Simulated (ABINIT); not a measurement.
Crystal: PbS.

```xyz
2
Lattice="3.6537 0.0000 0.0000 0.0000 3.6537 0.0000 0.0000 0.0000 3.6537" Properties=species:S:1:pos:R:3 pbc="T T T"
Pb    0.0000    0.0000    0.0000
S     1.8268    1.8268    1.8268
```

Measurements of this composition are mostly on another form, of space group No. 225.

Base run:

```yaml
Program: ABINIT 10.8.3 (patched build)
Functional: TB-mBJ
Potentials_or_basis: JTH PAW LDA v2.0
Cutoff: 707 eV
k_mesh: 7 × 7 × 7
Occupations: fermi-dirac, width 0.05 eV
Spin: no spin polarisation
```

Its results: band gap on the k mesh 0.58 eV, indirect (least direct gap 1.76 eV).

**Question.** The run is repeated on the same cell with these changes: functional from TB-mBJ to LDA; cutoff from 707 eV to 599 eV; fine-grid cutoff from 1306.15 eV to 1197.3 eV. What comes out?

**Answer.** Band gap on the k mesh none (metal or under the smearing width).

Caveats: the constant c of TB-mBJ comes from the pseudo density here, which moves gaps by up to 0.3 eV between sets of potentials (some runs); spin-orbit coupling is left out, which as a rule narrows the gap of such compounds by several tenths of an eV (some runs); the mesh misses the band edges, which the band path finds closer together (some runs); spin-orbit coupling is left out, which moves the levels of the heavy elements (some runs).
